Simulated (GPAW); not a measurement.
Input of a GPAW 26.7.0 run:

The input run.py:

```python
from ase import Atoms
from ase.dft.bandgap import bandgap
from ase.io import write
from ase.units import GPa
from gpaw import GPAW, PW

atoms = Atoms(['S', 'Mg'],
              cell=[[0.0, 2.60165, 2.60165],
                    [2.60165, 0.0, 2.60165],
                    [2.60165, 2.60165, 0.0]],
              scaled_positions=[[0.5, 0.5, 0.5],
                                [0.0, 0.0, 0.0]],
              pbc=True)

calc = GPAW(mode=PW(650),
            xc='PBE',
            kpts={'size': (7, 7, 7), 'gamma': True},
            occupations={'name': 'fermi-dirac', 'width': 0.05},
            setups={'Mg': '2'},
            nbands=-8,
            maxiter=120,
            txt='gpaw.txt')
atoms.calc = calc
energy = atoms.get_potential_energy()
forces = atoms.get_forces()
stress = atoms.get_stress()
calc.write('gs.gpw')
write('result.traj', atoms)
print(f'Energy: {energy:.6f} eV')
print('Forces (eV/A):')
print(forces.round(4))
print('Stress (GPa):', (stress / GPa).round(3))
print('Fermi level:', round(calc.get_fermi_level(), 4), 'eV')
print(f'Gap: {bandgap(calc)[0]:.4f} eV, direct: {bandgap(calc, direct=True)[0]:.4f} eV')
```

Potentials or basis: GPAW PAW data sets (gpaw-data 1.2.1), other valence, pw.

Command:

```console
$ OMP_NUM_THREADS=1 python run.py
```

Question: What does it give for the band gap on the k mesh?

Answer: 2.94 eV, indirect (least direct gap 3.68 eV).

Question: Estimate the pressure.

Answer: 1.4 GPa.

Caveat: the cutoff is short for stress and forces, so pressures can be off by a GPa or more; an odd mesh through Γ misses points on the zone boundary, where band edges often lie.
